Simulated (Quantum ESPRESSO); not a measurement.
Crystal: CdTe.

```
CELL_PARAMETERS angstrom
0.00000 3.20500 3.20500
3.20500 0.00000 3.20500
3.20500 3.20500 0.00000
ATOMIC_POSITIONS crystal
Te 0.75000 0.75000 0.75000
Cd 0.00000 0.00000 0.00000
```

- Program: Quantum ESPRESSO 7.5
- Task: phonons
- Functional: LDA
- Potentials or basis: GBRV 1.5 LDA
- Cutoff: 612 eV
- Density cutoff: 4898 eV
- k mesh: 6 × 6 × 6, shifted
- Occupations: fermi-dirac, width 0.05 eV
- Spin: no spin polarisation
- Form of the LDA correlation: PZ81
- Mixing beta: 0.5
- Most SCF iterations: 120
- SCF threshold: 4e-10 Ry

The cell and the atoms were relaxed first, to 33.14 Å³/atom (a = 4.542 Å, b = 4.542 Å, c = 4.542 Å, α = 60.00°, β = 60.00°, γ = 60.00°), and the response was taken there.

The first run showed a gap, so the response started from a second, tighter run with fixed occupations.

Task: How polar is the lattice: what are the Born charges, the two dielectric constants and the LO-TO splitting?

Result: Born charges ±2.15 e; dielectric constants 9.32 (electrons alone) and 11.86 (static); transverse and longitudinal modes at 150 and 170 cm⁻¹.

Caveat: the mesh is thin for the dielectric tensor, Born charges and intensities, which usually come out too large.
